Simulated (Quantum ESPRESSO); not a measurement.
WC:

```
CELL_PARAMETERS angstrom
0.00000 2.19268 2.19268
2.19268 0.00000 2.19268
2.19268 2.19268 0.00000
ATOMIC_POSITIONS crystal
W 0.00000 0.00000 0.00000
C 0.50000 0.50000 0.50000
```

Measurements of this composition are mostly on another form, of space group No. 187.

```yaml
Program: Quantum ESPRESSO 7.5
Task: phonons
Functional: LDA
Potentials_or_basis: GBRV 1.5 LDA
Cutoff: 762 eV
Density_cutoff: 6095 eV
k_mesh: 10 × 10 × 10
Occupations: cold, width 0.2 eV
Spin: no spin polarisation
Form_of_the_LDA_correlation: PZ81
Mixing_beta: 0.5
Most_SCF_iterations: 120
SCF_threshold: 4e-10 Ry
```

The cell and the atoms were relaxed first, to 10.12 Å³/atom (a = 3.059 Å, b = 3.059 Å, c = 3.059 Å, α = 60.00°, β = 60.00°, γ = 60.00°), and the response was taken there.

**Question.** Where do the zone-centre optical modes lie?

**Answer.** T1u at 464 cm⁻¹ (IR).

Optical modes at Γ, degenerate ones joined:
```csv
cm⁻¹,components,symmetry,active in
464,3,T1u,IR
```
